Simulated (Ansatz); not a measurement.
# Searching the electronic states of Ni, part 2 of 2

How much does the result for Ni depend on the starting moments? The same cell is run from several starts. System: Ni, the measured crystal structure (space group Fm-3m, primitive cell doubled); the cell holds 2 atoms. Source: COD entry 2102293.

Ansatz 0.2.0; DFT PBE, PAW, plane waves, scalar-relativistic. Earlier steps stand in the parts before.

### Step 8. A moment on one site alone, plain SCF

Input file input.yaml:

```yaml
crystal:
  lattice:
    - [-1.7721, -1.7721, -3.5442]
    - [1.7721, -1.7721, 0.0]
    - [-1.7721, -1.7721, 0.0]
  atoms:
    - { symbol: Ni, position: [0.0, 0.0, 0.0], spin: 2.0 }
    - { symbol: Ni, position: [0.5, 0.5, 0.0] }
magnetization:
  spin_polarized: true
hamiltonian:
  xc: pbe
  pseudopotentials: { kind: paw }
basis:
  ecutwfc: 420
kpoints:
  mp_grid: { grid: [8, 11, 13] }
scf:
  occupations: { method: fermi_dirac, width: 0.05 }
  lower_state_search: "off"
output:
  forces: true
  stress: true
```

The program printed (excerpt; [...] marks lines left out):

```text
[... 18 lines as in an earlier run ...]
Starting moments: Σ|m| = 2 μB on 1 of 2 sites
[... 2 lines as in an earlier run ...]
SCF iter   1: F=—  HF=-11679.222261 eV  |F-HF|=—  |Δ(HF+E_count)|=         —  Δρ=1.12e-1 (↑1.12e-1 ↓3.83e-2)  dr2=2.49e0  dr2_m=7.80e-1  M=1.424 μB ∫|m|=1.536 μB  β_m=0.30  ethr=3.10e-3  ⟨swp⟩=5.4  Hψ=54410  notcnv=0
[...]
spin-set hold released at iteration 5 (the charge has settled, or the pull on large starting moments outlasts its swing): the magnetisation degrees of freedom join the quasi-Newton model from the next iteration; the mixer history was flushed
[...]
SCF iter  20: F=-11679.450355 eV  HF=-11679.450355 eV  |F-HF|=2.16e-8  |Δ(HF+E_count)|=   7.81e-9  Δρ=8.27e-6 (↑4.90e-6 ↓8.27e-6)  dr2=2.38e-8  dr2_m=2.77e-9  M=1.263 μB ∫|m|=1.452 μB  ethr=2.78e-10  ⟨swp⟩=3.8  Hψ=42383  notcnv=0
[...]
SCF converged after 20 iterations
Magnetization: 1.2632 μB (18.6316 up, 17.3684 down)
Absolute magnetization: 1.4538 μB (∫|ρ↑−ρ↓|, with the PAW one-centre terms)
Spin contamination: 0.0144 ħ² per cell (⟨S²⟩ above its minimum at these occupations)
Per-site moments (μB) at R_I (Å): [(0.6716201842597612, 1.0337777397260617), (0.6715833109791931, 1.0337777397260617)]
Free energy (F): -11679.450355 eV
[...]
E sigma→0 (E₀):  -11679.436186 eV
Entropy (-TS):   -0.028337 eV (-14.169 meV/atom)
Fermi energy:    17.673340 eV
[... 24 lines left out: energy terms, forces, stress ...]
```

Run time: 16 s. Hardware: 2 threads of an Arm CPU, shared host; peak memory 0.48 GiB.

Nothing new: the 20 iterations lead to the state found in step 2 (ferromagnetic).

### Step 9. Parallel moments, spin not held back in the first iterations, no switch to direct minimisation

input.yaml: that of step 8 with these lines changed.

```diff
@@ -7,3 +7,3 @@
     - { symbol: Ni, position: [0.0, 0.0, 0.0], spin: 2.0 }
-    - { symbol: Ni, position: [0.5, 0.5, 0.0] }
+    - { symbol: Ni, position: [0.5, 0.5, 0.0], spin: 2.0 }
 magnetization:
@@ -20,2 +20,4 @@
   lower_state_search: "off"
+  algorithm: density_mixing
+  mixing: { spin_hold: "off" }
 output:
```

The program printed (excerpt; [...] marks lines left out):

```text
[... 18 lines as in an earlier run ...]
Starting moments: Σ|m| = 4 μB on 2 of 2 sites
[... 2 lines as in an earlier run ...]
[...]
SCF iter   1: F=—  HF=-11678.835491 eV  |F-HF|=—  |Δ(HF+E_count)|=         —  Δρ=1.24e-1 (↑1.08e-1 ↓1.24e-1)  dr2=3.52e-2  dr2_m=2.74e0  M=1.868 μB ∫|m|=2.021 μB  β_m=0.30  ethr=9.80e-5  ⟨swp⟩=1.0  Hψ=76769  notcnv=0
[...]
SCF iter  10: F=-11679.450355 eV  HF=-11679.450355 eV  |F-HF|=1.22e-10  |Δ(HF+E_count)|=   5.92e-9  Δρ=4.90e-6 (↑1.85e-6 ↓4.90e-6)  dr2=1.19e-9  dr2_m=1.42e-9  M=1.263 μB ∫|m|=1.452 μB  ethr=8.36e-11  ⟨swp⟩=2.4  Hψ=46963  notcnv=0
[...]
SCF converged after 10 iterations
Magnetization: 1.2632 μB (18.6316 up, 17.3684 down)
Absolute magnetization: 1.4538 μB (∫|ρ↑−ρ↓|, with the PAW one-centre terms)
Spin contamination: 0.0144 ħ² per cell (⟨S²⟩ above its minimum at these occupations)
Per-site moments (μB) at R_I (Å): [(0.6716021107723301, 1.0337777397260617), (0.6716021107723301, 1.0337777397260617)]
Free energy (F): -11679.450355 eV
[...]
E sigma→0 (E₀):  -11679.436187 eV
Entropy (-TS):   -0.028337 eV (-14.169 meV/atom)
Fermi energy:    17.673385 eV
[... 24 lines left out: energy terms, forces, stress ...]
```

Run time: 12 s. Hardware: 2 threads of an Arm CPU, shared host; peak memory 0.49 GiB.

The run ends in the same state as step 2 (ferromagnetic); it took 10 iterations.

### Step 10. The runs side by side

```csv
step,iterations,state,moments of Ni1 Ni2 (μB),total (μB),gap (eV),pressure (GPa),above lowest (meV/atom)
2,10,1,0.67 0.67,1.26,none,-4.2,0.0
3,17,2,0.13 -0.13,0.00,none,-5.0,55.6
4,6,3,0.00 0.00,0.00,none,-5.1,55.8
5,10,1,0.67 0.67,1.26,none,-4.2,0.0
6,16,1,0.67 0.67,1.26,none,-4.2,0.0
7,13,1,0.67 0.67,1.26,none,-4.2,0.0
8,20,1,0.67 0.67,1.26,none,-4.2,0.0
9,10,1,0.67 0.67,1.26,none,-4.2,0.0
```

States are numbered from the lowest. Starts by step: 2 parallel moments, plain SCF; 3 opposed moments +-, plain SCF; 4 no spin polarisation; 5 spin on, no moments given (the program may seed its own), plain SCF; 6 parallel moments scaled by 0.03, plain SCF; 7 moments ++ scaled by 0.5, plain SCF; 8 a moment on one site alone, plain SCF; 9 parallel moments, spin not held back in the first iterations, no switch to direct minimisation.

The 8 runs of this session took 90 s in all, from 3.3 s to 16 s each.

Decimal logarithm of the largest residual (eV) by iteration, counted through all cycles of a run (7 of the 8 runs):

| iteration | step 2 | step 3 | step 4 | step 5 | step 6 | step 7 | step 9 |
| --- | --- | --- | --- | --- | --- | --- | --- |
| 1 | 0.5 | 0.6 | -3.2 | 0.8 | -0.8 | -0.9 | 0.4 |
| 2 | 0.2 | 0.5 | -3.8 | -0.4 | -1.5 | -1.2 | 0.2 |
| 3 | -1.4 | -0.6 | -4.9 | -0.6 | -1.6 | -1.4 | -1.5 |
| 4 | -1.7 | -0.8 | -6.2 | -0.4 | -1.4 | -1.7 | -1.4 |
| 5 | -2.7 | -2.0 | -7.4 | -2.3 | -1.3 | -1.9 | -2.0 |
| 7 | -5.2 | -4.4 | - | -3.2 | -1.7 | -2.5 | -4.8 |
| 8 | -5.7 | -4.4 | - | -5.5 | -2.1 | -2.7 | -6.1 |
| 10 | -8.5 | -5.0 | - | -7.6 | -2.1 | -4.9 | -8.8 |
| 11 | - | -5.7 | - | - | -2.0 | -5.5 | - |
| 13 | - | -7.5 | - | - | -2.4 | -7.5 | - |
| 14 | - | -7.0 | - | - | -3.7 | - | - |
| 16 | - | -9.4 | - | - | -8.0 | - | - |
| 17 | - | -10.3 | - | - | - | - | - |

### Step 11. Outcome

What follows sums up all 2 parts.

```
                      quantity                                                      value
               distinct states                                    3 from 8 converged runs
lowest state from plain starts                                              ferromagnetic
                   its moments                                      Ni1 0.67, Ni2 0.67 μB
                  total moment                                           1.26 μB per cell
             gap on the k-mesh                                                       none
                      pressure                                                   -4.2 GPa
                 largest force                                                 0.000 eV/Å
                    next state                    antiferromagnetic, 55.6 meV/atom higher
                 highest state  non-magnetic (no spin polarisation), 55.8 meV/atom higher
```

What this shows: Distinct end states: 3, from 8 converged runs. Switching spin polarisation off costs 55.8 meV/atom in free energy, smearing entropy included. The best antiferromagnetic state lies 55.6 meV/atom above the best ferromagnetic one. These are lowest states among those tried, not proven ground states. The mesh has less symmetry than the lattice, which lowers the symmetry of the run.
